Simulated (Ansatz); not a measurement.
Ionic part of the dielectric constant of BN at 4 GPa, mode by mode

The calculation used Ansatz 0.2.0, DFT LDA, scalar-relativistic, plane waves, PAW. Cutoff 420 eV, 12×12×12 k-points (Γ-centred), fixed occupations. No spin polarisation. Phonons by linear response, acoustic sum rule imposed.

Symmetry: R3m, No. 160, trigonal system. Conventional cell: a = 2.481 Å, b = 2.481 Å, c = 8.921 Å, α = 90.00°, β = 90.00°, γ = 120.00°. B (site symmetry 3m) is surrounded by 3 N at 1.43 Å. N (site symmetry 3m) is surrounded by 3 B at 1.43 Å.

The crystal is built of layers and no dispersion correction was added, so the binding between them is poorly described, and with it their spacing and whatever depends on it.

The primitive cell has V = 15.85 Å³ and ε∞,xx = 5.208. Each polar mode adds Δε = (4.92064×10⁷/V)·S/ν² along x, with S its oscillator strength in e²/amu, ν in cm⁻¹ and V in Å³.

Problem. From these modes, find each Δε and ε0,xx.
```tsv
ν (cm⁻¹)	S_xx (e²/amu)
731.8	0.0013
1403.8	0.8704
1403.8	0.296
```

Solution.
```tsv
ν (cm⁻¹)	Δε
731.8	0.01
1403.8	1.37
1403.8	0.47
```

The sum is 1.845, so ε0,xx = 7.05; the run's tensor has 7.05.

This form isn't the usual stable structure of the compound at low pressure.

Cost: 1 run of about 1.4 core-minutes, on Arm Neoverse V1 (shared hosts).